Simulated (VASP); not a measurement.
Write the native input for VASP 6.6.1 that does the following.

```
Task                   : relaxation of cell and atoms
Functional             : r2SCAN
Potentials or basis    : VASP PAW PBE potentials, release 64 (S)
Cutoff                 : 600 eV
k mesh                 : 19 × 19 × 19
Occupations            : methfessel-paxton, width 0.1 eV
Spin                   : no spin polarisation
Target pressure        : 173 GPa
Further INCAR settings : ALGO = Normal; EDIFF = 1e-06; IBRION = 2; EDIFFG = -0.01; NSW = 90; ISIF = 3
Target pressure        : 173 GPa
```

The structure of S lies in POSCAR:

```
S
1.0
    1.6385000000      0.9459884161      0.8613333333
   -1.6385000000      0.9459884161      0.8613333333
    0.0000000000     -1.8919768321      0.8613333333
S
1
Direct
    0.0000000000      0.0000000000      0.0000000000
```

This isn't the form of S at room conditions, which is orthorhombic, of S8 rings.

The input as run:

INCAR

```
PREC = Accurate
ENCUT = 600
EDIFF = 1E-6
ISMEAR = 1
SIGMA = 0.1
LREAL = False
LASPH = True
NELM = 80
ALGO = Normal
ISIF = 3
LWAVE = False
LCHARG = False
METAGGA = R2SCAN
LMIXTAU = True
IBRION = 2
NSW = 90
EDIFFG = -0.01
PSTRESS = 1730.0
```

KPOINTS

```
regular mesh
0
Gamma
  19 19 19
```

Potentials or basis: VASP PAW PBE potentials, release 64 (S).

Run with:

```sh
$ cat potpaw_PBE.64/S/POTCAR > POTCAR
$ mpirun -np 1 vasp_std > vasp.out
```

It gave:

| Quantity | Value |
| --- | --- |
| Relaxed volume | 8.65 Å³/atom |
| Relaxed cell | a = 2.125 Å, b = 2.125 Å, c = 2.125 Å, α = 103.48°, β = 103.48°, γ = 103.48° |
| Space group after relaxing (to 0.05 Å) | R-3m (No. 166) |
| Energy change on relaxing (the enthalpy is what falls) | -771.4 meV/atom |
| Ionic steps | 9 |
| Pressure after relaxing | 173.0 GPa |
| Band gap on the k mesh | none (metal or under the smearing width) |

Caveat: the cell is relaxed towards a set pressure, so the enthalpy falls and the energy may rise; the PAW data sets were made with another functional, which shifts forces and pressure a little.

Wall time 9.5 min on 1 thread of AMD EPYC 9R45 96-Core Processor (Zen 5), on a shared host, peak memory 0.12 GiB.
